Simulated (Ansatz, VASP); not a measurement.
# SiC (Moissanite 3C): VASP beside Ansatz, part 3 of 3

Aim: how closely do two programs agree when they are given the same cell, functional and k mesh? The cell is taken from a series of VASP runs on this material, whose earlier steps may have relaxed, scaled or displaced it; both programs get it as it stands.

VASP 6.6.1 and Ansatz 0.2.0.

So far: Starting point; Ansatz: elastic constants, LDA; VASP: elastic constants, LDA; Side by side.

### Step 5. VASP: zone-centre phonons, LDA

Level of this step: LDA; plane waves and PAW (Si, C) (VASP).

Second derivatives magnify differences that forces hide, and they need a tight electronic threshold. The cell compared in this pair holds 20.92 Å³, against 20.31 Å³ for the pair before.

The input, INCAR:

```
SYSTEM = SiC
PREC = Accurate
ENCUT = 560
EDIFF = 1E-08
NELM = 100
ISMEAR = 0
SIGMA = 0.03
LREAL = .FALSE.
ALGO = Normal
GGA = CA
NBANDS = 10
LORBIT = 11
LWAVE = .FALSE.
LCHARG = .FALSE.
KPAR = 4
IBRION = 8
LEPSILON = .TRUE.
LPEAD = .TRUE.
ISIF = 2
```

The input, POSCAR:

```
SiC
1.0
    0.0000000000      2.1868806224      2.1868806224
    2.1868806224      0.0000000000      2.1868806224
    2.1868806224      2.1868806224      0.0000000000
Si C
1 1
Direct
    0.0000000000      0.0000000000      0.0000000000
    0.7500000000      0.7500000000      0.7500000000
```

The input, KPOINTS:

```
Automatic mesh
0
Gamma
16 16 16
0 0 0
```

The projector-augmented-wave data sets are Si and C (LDA family, release 64).

Started as:

```
$ mpirun -np 4 vasp_std
```

Numbers of over 12 decimals in the logs are rounded to 6 here.

The log of the run:

```text
[... set-up lines as in an earlier step ...]
 entering main loop
       N       E                     dE             d eps       ncg     rms          rms(c)
DAV:   1     0.314366281301E+01    0.31437E+01   -0.41961E+03  3004   0.719E+02
DAV:   2    -0.179709168766E+02   -0.21115E+02   -0.20212E+02  3830   0.114E+02
DAV:   3    -0.186297095115E+02   -0.65879E+00   -0.65751E+00  3468   0.179E+01
DAV:   4    -0.186325687188E+02   -0.28592E-02   -0.28589E-02  3356   0.147E+00
[...]
DAV:  11    -0.166315363198E+02   -0.18788E-06   -0.41760E-06  3476   0.132E-02    0.120E-02
DAV:  12    -0.166315360992E+02    0.22058E-06   -0.62681E-07  3020   0.421E-03    0.734E-04
DAV:  13    -0.166315361028E+02   -0.36110E-08   -0.26002E-08  3222   0.103E-03
   1 F= -.16631536E+02 E0= -.16631536E+02  d E =-.788858E-14
 Linear response reoptimize wavefunctions to high precision
DAV:   1    -0.166315361060E+02   -0.31825E-08   -0.42703E-10  2152   0.148E-04
DAV:   2    -0.166315361060E+02    0.68212E-11   -0.13124E-11  1528   0.323E-05
 Linear response to external field (no local field effect), progress :
[...]
RMM:  10    -0.142146223429E-01    0.70642E-08    0.51932E-09 20488   0.505E-06    0.102E-06
 first order change of Fermi-energy   0.24601E-04
 force on displaced ion       1 direction 1 : -18.362  -0.000  -0.000
 Born effective charge ion    1 direction 1 :   2.692   0.000   0.000
 Linear response progress:
  Degree of freedom:   2/  2
       N       E                     dE             d eps       ncg     rms          rms(c)
RMM:   1    -0.125537344765E+00   -0.12554E+00    0.55395E-02 27403   0.208E+00
RMM:   2    -0.122457652600E+00    0.30797E-02   -0.25395E-03 19011   0.405E-01    0.199E-01
RMM:   3    -0.122520433472E+00   -0.62781E-04   -0.73761E-04 18746   0.167E-01    0.987E-02
RMM:   4    -0.123525057201E+00   -0.10046E-02   -0.56370E-04 18876   0.139E-01    0.184E-02
[...]
RMM:   9    -0.123503461422E+00    0.58805E-07   -0.21428E-08 21561   0.285E-05    0.323E-06
RMM:  10    -0.123503478614E+00   -0.17192E-07   -0.25221E-08 21079   0.816E-06    0.184E-06
RMM:  11    -0.123503478074E+00    0.53974E-09   -0.18408E-08 16805   0.567E-06    0.153E-07
 first order change of Fermi-energy   0.67273E-04
 force on displaced ion       2 direction 1 : -18.363   0.000   0.000
 Born effective charge ion    2 direction 1 :  -2.692   0.000   0.000
 Born effective charges drift removed
 Linear response finished
```

Parts of OUTCAR (step 5):

```text
  Total       -0.8312506     -0.8312506     -0.8312506      0.0000000      0.0000000     -0.0000000
  in kB      -63.6703600    -63.6703600    -63.6703600      0.0000000      0.0000000     -0.0000000
  external PRESSURE =     -63.6703600 kB  Pullay stress =       0.0000000 kB

 POSITION                                       TOTAL-FORCE (eV/Angst)
 -----------------------------------------------------------------------------------
      0.00000      0.00000      0.00000        -0.000000     -0.000000     -0.000000
      3.28032      3.28032      3.28032         0.000000      0.000000      0.000000
 -----------------------------------------------------------------------------------
    total drift:                               -0.000000     -0.000000     -0.000000

 MACROSCOPIC STATIC DIELECTRIC TENSOR (including local field effects in DFT)
 ------------------------------------------------------
           7.012686     0.000000     0.000000
          -0.000000     7.012686     0.000000
           0.000000    -0.000000     7.012686
 ------------------------------------------------------

 MACROSCOPIC STATIC DIELECTRIC TENSOR IONIC CONTRIBUTION
 ------------------------------------------------------
           3.415058    -0.000000    -0.000000
          -0.000000     3.415058    -0.000000
          -0.000000    -0.000000     3.415058
 ------------------------------------------------------

[... 2 further parts left out ...]
```

### Step 6. Ansatz: zone-centre phonons, LDA

The same cell, functional (in two slightly different forms) and mesh now go to Ansatz, which takes its cutoff from its data sets.

The cell is taken from a series of VASP runs on this material, whose earlier steps may have relaxed, scaled or displaced it; both programs get it as it stands.

The input, input.yaml:

```yaml
crystal:
  lattice:
    - [0.0, 2.1868806224, 2.1868806224]
    - [2.1868806224, 0.0, 2.1868806224]
    - [2.1868806224, 2.1868806224, 0.0]
  atoms:
    - { symbol: Si, position: [0.0, 0.0, 0.0] }
    - { symbol: C, position: [0.75, 0.75, 0.75] }
hamiltonian:
  xc: lda
  pseudopotentials: { kind: paw }
kpoints:
  mp_grid: { grid: [16, 16, 16] }
scf:
  occupations: { method: fixed }
phonons:
  method: dfpt
  qpoints: [[0, 0, 0]]
  dielectric: true
  rigid_motions: translations
```

Started as:

```
$ ansatz run input.yaml --threads 4 --pin off --max-ram 9216MiB --backend cpu --events-out ev --progress --plain --runs-dir out
```

The log of the run:

```text
[...]
Crystal: 2 atoms, lattice volume = 20.917 Å³
Basis set: ecut = 420 eV, 411 PW (Γ), exchange–correlation on 48×48×48 points (8 copies of the dense FFT grid, shifted against one another)
Bands: 8, of which v1, the nominal top of the filled ones, is band 4 counted from 1 (3 counted from 0)
Symmetry: 24 space group operations
k-points: 621 of 4096 (irreducible under 4 space group operations, time reversal used)
[...]
941.13      1            20.1207
  optical modes at Γ + LO–TO along q̂ = [0.0000, 0.0000, 1.0000]:
      ω (cm⁻¹)  modes    IR ((D/Å)²/amu)
        769.93      2            40.2414
        941.13      1            20.1207
--- Phonons (arbitrary-q DFPT): 1 explicit q-point ---
  q = [0, 0, 0] (of the zone-centre solve; hermiticity 7.47e-9, symmetrization 1.30e-15): -0.00 0.00 0.00 769.93 769.93 769.93
  sum rule: each row above includes the acoustic sum rule's correction from the zone centre's row sums; it moved no ω² by more than (1.78 cm⁻¹)²
[key lines of the parts left out:]
SCF converged after 7 iterations
Free energy (F): -852.187147 eV
Fermi energy:    9.108629 eV
```

It took 13 s on 4 threads of Arm Neoverse V1, shared host; peak memory 0.62 GiB; 48 s of CPU time.

### Step 7. Comparison

What differs besides the data sets and the points named for the pairs above, as far as they apply: the cutoff is 420 eV in Ansatz and 560 eV in VASP. Total energies have different zeros and are not compared.

Compared:

```
                                     quantity  Ansatz   VASP  difference
                                        ε∞ xx    7.00   7.01     -0.12 %
                                        ε∞ yy    7.00   7.01     -0.12 %
                                        ε∞ zz    7.00   7.01     -0.12 %
Born charge of Si1 (mean of the diagonal) (e)    2.71   2.69       +0.02
 Born charge of C2 (mean of the diagonal) (e)   -2.71  -2.69       -0.02
                   optical mode 1 to 3 (cm⁻¹)   769.9  770.4     -0.06 %
```

Modes are paired by rising frequency and degeneracy, not by their patterns, so a pair may still set unlike modes beside each other.

### Step 8. Further runs

Further runs change the set-up of one program: Ansatz's method, potentials or start, or VASP's data sets, cutoff or form of LDA. The table gives Ansatz less VASP for each quantity, since a change that brings one quantity closer may part another.

```
                              run  optical mode 1 to 3 (%)
                         as above                   -0.063
Ansatz's all-electron LAPW method                   -0.043
```

### Step 9. Results

- difference in C12 (elastic constants, LDA): -0.70 %
- r.m.s. difference of the optical zone-centre modes, each program's sorted by frequency (zone-centre phonons, LDA): 0.48 cm⁻¹

What this shows: The difference in C12 is -0.70 % (elastic constants, LDA), within the 5 % picked in this series as the mark of a large difference. Zone-centre phonons, LDA, Ansatz's all-electron LAPW method: the difference in optical mode 1 to 3 goes from -0.063 to -0.043 %. Such differences can come from data sets, numerical settings and the points named under the comparisons, not from the functional's error against experiment.

[Lines on the potential files, build, host, timing and source positions are cut from VASP's logs without a mark.]

[Logs are printed without paths, hosts, clocks, repeated set-up lines and the standing remarks that a program may print on its own settings, such as how far it seeks lower states.]

[Hosts, paths, dates, database ids (printed as entryN), source tags and the programs' standing remarks are cut or masked in the printed files.]
